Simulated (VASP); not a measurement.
# AlN (P6_3mc) in VASP: phonons with LDA

Aim: the phonons of AlN with LDA.

Program: VASP 6.6.1. These are calculated values, not measurements. Logs are shortened: lines on timing, memory, paths and dates and some standing lists are left out, and cuts for length are marked.

## Step 1: The structure

Symmetry: P6_3mc, No. 186, hexagonal system. Conventional cell: a = 3.082 Å, b = 3.082 Å, c = 4.957 Å, α = 90.00°, β = 90.00°, γ = 120.00°. Al (site symmetry 3m) has 4 N at 1.87 to 1.89 Å as nearest neighbours. N (site symmetry 3m) is surrounded by 4 Al at 1.87 to 1.89 Å.

The cell was built by a generator and needn't be a form met in nature.

## Step 2: Phonons, LDA

Contents of POSCAR:

```
AlN
1.0
    3.0820210000      0.0000000000      0.0000000000
   -1.5410105000      2.6691084810      0.0000000000
    0.0000000000      0.0000000000      4.9568850000
Al N
2 2
Direct
    0.3333333333      0.6666666667      0.0000000000
    0.6666666667      0.3333333333      0.5000000000
    0.3333333333      0.6666666667      0.3810480000
    0.6666666667      0.3333333333      0.8810480000
```

Contents of INCAR.step1:

```
ALGO = Fast
EDIFF = 1E-8
EDIFFG = -0.002
ENCUT = 600
GGA = CA
IBRION = 2
ISIF = 3
ISMEAR = 0
LASPH = T
LCHARG = F
LREAL = F
LWAVE = F
NELM = 100
NSW = 40
PREC = Accurate
SIGMA = 0.05
```

Contents of INCAR.step2:

```
ALGO = Fast
EDIFF = 1E-8
ENCUT = 600
GGA = CA
IBRION = 8
ISIF = 2
ISMEAR = 0
LASPH = T
LCHARG = F
LREAL = F
LWAVE = F
NELM = 100
NSW = 1
PREC = Accurate
SIGMA = 0.05
```

Contents of KPOINTS:

```
k-points
0
Gamma
  9 9 6
```

Potentials or basis: VASP PAW LDA potentials, release 64 (Al, N).

On the command line:

```
$ cat potpaw_LDA.64/Al/POTCAR potpaw_LDA.64/N/POTCAR > POTCAR
$ cp INCAR.step1 INCAR
$ mpirun -np 1 vasp_std > vasp.out
$ cp CONTCAR POSCAR
$ cp INCAR.step2 INCAR
$ mpirun -np 1 vasp_std > vasp.out
```

OUTCAR:

```text
EDIFF = 1E-8
   ENCUT = 600
   GGA = CA
   IBRION = 8
   ISIF = 2
   ISMEAR = 0
   LASPH = T
   LREAL = F
   NELM = 100
   NSW = 1
   PREC = Accurate

 ion  position               nearest neighbor table
   1  0.333  0.667  1.000-   4 1.88   4 1.88   4 1.88   3 1.89   2 3.05   2 3.05   2 3.05   2 3.05
                             2 3.05   2 3.05
   2  0.667  0.333  0.500-   3 1.88   3 1.88   3 1.88   4 1.89   1 3.05   1 3.05   1 3.05   1 3.05
                             1 3.05   1 3.05
   3  0.333  0.667  0.382-   2 1.88   2 1.88   2 1.88   1 1.89
   4  0.667  0.333  0.882-   1 1.88   1 1.88   1 1.88   2 1.89

  LATTYP: Found a hexagonal cell.
 ALAT       =     3.0913340147
 C/A-ratio  =     1.6005309497

  Lattice vectors:

 A1 = (   3.0913340147,   0.0000000000,   0.0000000000)
 A2 = (  -1.5456670073,   2.6771737883,   0.0000000000)
 A3 = (   0.0000000000,   0.0000000000,   4.9477757664)

Analysis of symmetry for initial positions (statically):
=====================================================================
 Subroutine PRICEL returns:
 Original cell was already a primitive cell.

 Routine SETGRP: Setting up the symmetry group for a
 hexagonal supercell.

 Subroutine GETGRP returns: Found 12 space group operations
 (whereof  6 operations were pure point group operations)
 out of a pool of 24 trial point group operations.

The static configuration has the point symmetry C_3v.
 The point group associated with its full space group is C_6v.

Analysis of symmetry for dynamics (positions and initial velocities):
=====================================================================
 Subroutine PRICEL returns:
 Original cell was already a primitive cell.

 Routine SETGRP: Setting up the symmetry group for a
 hexagonal supercell.

 Subroutine GETGRP returns: Found 12 space group operations
 (whereof  6 operations were pure point group operations)
 out of a pool of 24 trial point group operations.

The dynamic configuration has the point symmetry C_3v.
 The point group associated with its full space group is C_6v.

 Subroutine INISYM returns: Found 12 space group operations
 (whereof  6 operations are pure point group operations),
 and found     1 'primitive' translations

----------------------------------------------------------------------------------------

                                     Primitive cell

  volume of cell :      40.9480

  direct lattice vectors                    reciprocal lattice vectors
     3.091334015  0.000000000  0.000000000     0.323484941  0.186764118  0.000000000
    -1.545667007  2.677173788  0.000000000     0.000000000  0.373528235  0.000000000
     0.000000000  0.000000000  4.947775766     0.000000000  0.000000000  0.202111019

  length of vectors
     3.091334015  3.091334015  4.947775766     0.373528235  0.373528235  0.202111019

  position of ions in fractional coordinates (direct lattice)
     0.333333333  0.666666667  0.999544194
     0.666666667  0.333333333  0.499544194
     0.333333333  0.666666667  0.381503806
     0.666666667  0.333333333  0.881503806

  ion indices of the primitive-cell ions
   primitive index   ion index
                 1           1
[... 136 lines left out ...]
  band No.  band energies     occupation
      1      -9.0686      2.00000
      2      -6.7835      2.00000
      3      -0.0536      2.00000
      4       5.2004      2.00000
      5       5.2004      2.00000
      6       5.8612      2.00000
      7       5.8612      2.00000
      8       6.0883      2.00000
      9      10.4892      0.00000
     10      12.7969      0.00000
     11      16.7230      0.00000
     12      17.1681      0.00000
[... 331 lines left out ...]
 k-point    24 :       0.3333    0.3333    0.1667
  band No.  band energies     occupation
      1      -6.3977      2.00000
      2      -6.3977      2.00000
      3       1.2372      2.00000
      4       1.8307      2.00000
      5       1.8307      2.00000
      6       3.3082      2.00000
      7       4.1694      2.00000
      8       4.1694      2.00000
      9      11.4060      0.00000
     10      14.3358      0.00000
     11      15.1956      0.00000
     12      15.1956      0.00000

 [... further k-points ...]
[... 5 lines left out ...]
  --------------------------------------------------------------------------------------
  -------------------------------------------------------------------------------------
  Total        0.0002917      0.0002917      0.0012189      0.0000000      0.0000000      0.0000000
  in kB        0.0114128      0.0114128      0.0476916      0.0000000      0.0000000      0.0000000
  external PRESSURE =       0.0235057 kB  Pullay stress =       0.0000000 kB

 VOLUME and BASIS-vectors are now :
 -----------------------------------------------------------------------------
  energy-cutoff  :      600.00
  volume of cell :       40.95
      direct lattice vectors                 reciprocal lattice vectors
     3.091334015  0.000000000  0.000000000     0.323484941  0.186764118  0.000000000
    -1.545667007  2.677173788  0.000000000     0.000000000  0.373528235  0.000000000
     0.000000000  0.000000000  4.947775766     0.000000000  0.000000000  0.202111019

 POSITION                                       TOTAL-FORCE (eV/Angst)
 -----------------------------------------------------------------------------------
     -0.00000      1.78478      4.94552        -0.000000      0.000000     -0.000042
      1.54567      0.89239      2.47163        -0.000000     -0.000000     -0.000042
     -0.00000      1.78478      1.88760         0.000000     -0.000000      0.000042
      1.54567      0.89239      4.36148        -0.000000      0.000000      0.000042
 -----------------------------------------------------------------------------------
    total drift:                               -0.000000      0.000000     -0.000682

  FREE ENERGIE OF THE ION-ELECTRON SYSTEM (eV)
  ---------------------------------------------------
  free  energy   TOTEN  =       -32.8425315619 eV

  energy  without entropy=      -32.8425315619  energy(sigma->0) =      -32.84253156

[... ionic steps 2 to 9 ...]

--------------------------------------- Ionic step       10  -------------------------------------------

------------------------ aborting loop because EDIFF is reached ----------------------------------------

[... ionic steps 11 to 11 ...]

--------------------------------------- Ionic step       12  -------------------------------------------

 Free energy of the ion-electron system (eV)
  ---------------------------------------------------
  ---------------------------------------------------
  free energy    TOTEN  =        -0.25065102 eV

  energy without entropy =       -0.25065102

------------------------ aborting loop because EDIFF is reached ----------------------------------------

 INTERNAL STRAIN TENSOR  FOR ION    3  DIRECTION 3   (eV/Angst):
 -----------------------------------------------------------------------------
     5.90203 -0.00000 -0.00000
    -0.00000  5.90203  0.00000
     0.00000 -0.00000-13.06908

 INTERNAL STRAIN TENSOR FOR ION    4 for displacements in x,y,z  (eV/Angst):
          X           Y           Z          XY          YZ          ZX
  --------------------------------------------------------------------------------
  x    -0.00000     0.00000     0.00000    11.11964     0.00000     5.62976
  y    11.11964   -11.11964     0.00000     0.00000     5.65705     0.00000
  z     5.90203     5.90203   -13.06908    -0.00000    -0.00000     0.00000

 SECOND DERIVATIVES (NOT SYMMETRIZED)
 ------------------------------------
               1X          1Y          1Z          2X          2Y          2Z          3X          3Y          3Z          4X          4Y          4Z
  1X   -16.435568    0.000000   -0.000000    0.668258   -0.000000    0.000000    1.481472    0.000000   -0.000000   14.285838    0.000000   -0.000000
  1Y     0.000000  -16.435568    0.000000   -0.000000    0.668258    0.000000    0.000000    1.481472    0.000000   -0.000000   14.285838    0.000000
  1Z     0.000000    0.000000  -21.822043    0.000000    0.000000    8.614769    0.000000   -0.000000    6.719891    0.000000   -0.000000    6.487383
  2X     0.668258    0.000000   -0.000000  -16.435568    0.000000    0.000000   14.285838    0.000000    0.000000    1.481472    0.000000    0.000000
  2Y    -0.000000    0.668258    0.000000    0.000000  -16.435568   -0.000000    0.000000   14.285838    0.000000    0.000000    1.481472    0.000000
  2Z     0.000000    0.000000    8.614769    0.000000    0.000000  -21.822043    0.000000    0.000000    6.487383   -0.000000    0.000000    6.719891
  3X     1.489691   -0.000000   -0.000000   14.280098   -0.000000   -0.000000  -16.515380    0.000000   -0.000000    0.745591    0.000000    0.000000
  3Y     0.000000    1.489691    0.000000   -0.000000   14.280098    0.000000    0.000000  -16.515380    0.000000   -0.000000    0.745591    0.000000
  3Z     0.000000   -0.000000    6.686216    0.000000   -0.000000    6.514947    0.000000   -0.000000  -20.404838    0.000000   -0.000000    7.203675
  4X    14.280098    0.000000    0.000000    1.489691    0.000000    0.000000    0.745591    0.000000   -0.000000  -16.515380    0.000000    0.000000
  4Y    -0.000000   14.280098   -0.000000    0.000000    1.489691    0.000000    0.000000    0.745591   -0.000000    0.000000  -16.515380   -0.000000
  4Z    -0.000000    0.000000    6.514947   -0.000000    0.000000    6.686216    0.000000    0.000000    7.203675    0.000000   -0.000000  -20.404838

 Eigenvectors and eigenvalues of the dynamical matrix
 ----------------------------------------------------

   1 f  =   21.953652 THz   137.938866 2PiTHz  732.295021 cm-1    90.792970 meV
             X         Y         Z           dx          dy          dz
     -0.000000  1.784783  4.945521    -0.000000    0.000000    0.008702
      1.545667  0.892391  2.471633    -0.000000   -0.000000   -0.008702
     -0.000000  1.784783  1.887595     0.000000   -0.000000   -0.707053
      1.545667  0.892391  4.361483     0.000000   -0.000000    0.707053
[... 71 lines left out ...]
  12 f/i=    0.002054 THz     0.012903 2PiTHz    0.068500 cm-1     0.008493 meV
             X         Y         Z           dx          dy          dz
     -0.000000  1.784783  4.945521     0.000000   -0.000000   -0.573698
      1.545667  0.892391  2.471633     0.000000   -0.000000   -0.573698
     -0.000000  1.784783  1.887595     0.000000   -0.000000   -0.413365
      1.545667  0.892391  4.361483     0.000000   -0.000000   -0.413365

--------------------------------------------------------------------------------------------------------

 ELASTIC MODULI CONTR FROM IONIC RELAXATION (kBar)
 Direction    XX          YY          ZZ          XY          YZ          ZX
 --------------------------------------------------------------------------------
 XX        -774.9029    361.0604    458.1764      0.0000     -0.0000     -0.0000
 YY         361.0604   -774.9029    458.1764      0.0000      0.0000      0.0000
 ZZ         458.1764    458.1764  -1014.5196     -0.0000      0.0000     -0.0000
 XY           0.0000      0.0000     -0.0000   -567.9816     -0.0000     -0.0000
 YZ          -0.0000      0.0000      0.0000     -0.0000   -144.9799     -0.0000
 ZX          -0.0000      0.0000     -0.0000     -0.0000     -0.0000   -154.2791
 --------------------------------------------------------------------------------
```

Run time: 4.5 min. Hardware: 1 thread of Intel Xeon 6975P-C (Granite Rapids), shared host; peak memory 0.43 GiB.

What came out:

| Quantity | Value |
| --- | --- |
| Relaxed volume | 10.24 Å³/atom |
| Relaxed cell | a = 3.091 Å, b = 3.091 Å, c = 4.948 Å, α = 90.00°, β = 90.00°, γ = 120.00° |
| Space group after relaxing (to 0.05 Å) | P6_3mc (No. 186) |
| Highest phonon frequency at Γ, LO-TO splitting left out | 732 cm⁻¹ |

The path:
| step | energy change (eV) | largest force (eV/Å) | pressure (GPa) | volume (Å³) |
| --- | --- | --- | --- | --- |
| 1 | 0.0000 | 0.0000 | 0.95 | 40.78 |
| 2 | -0.0003 | 0.0524 | -0.93 | 41.14 |
| 3 | -0.0009 | 0.0297 | -0.11 | 40.98 |
| 4 | -0.0011 | 0.0106 | -0.07 | 40.96 |
| 5 | -0.0011 | 0.0052 | -0.03 | 40.95 |
| 6 | -0.0011 | 0.0041 | -0.04 | 40.96 |
| 7 | -0.0011 | 0.0044 | 0.04 | 40.94 |
| 8 | -0.0011 | 0.0001 | 0.00 | 40.95 |

Final structure:
```yaml
crystal:
  lattice:
    - [3.09133, 0.00000, 0.00000]
    - [-1.54567, 2.67717, 0.00000]
    - [0.00000, 0.00000, 4.94778]
  atoms:
    - { symbol: Al, position: [0.33333, 0.66667, 0.99954] }
    - { symbol: Al, position: [0.66667, 0.33333, 0.49954] }
    - { symbol: N, position: [0.33333, 0.66667, 0.38150] }
    - { symbol: N, position: [0.66667, 0.33333, 0.88150] }
```

Phonon frequencies in cm⁻¹ (negative: imaginary):
| q point | frequencies |
| --- | --- |
| (0.000, 0.000, 0.000) | 0 0 0 239 239 554 624 671 671 682 682 732 |
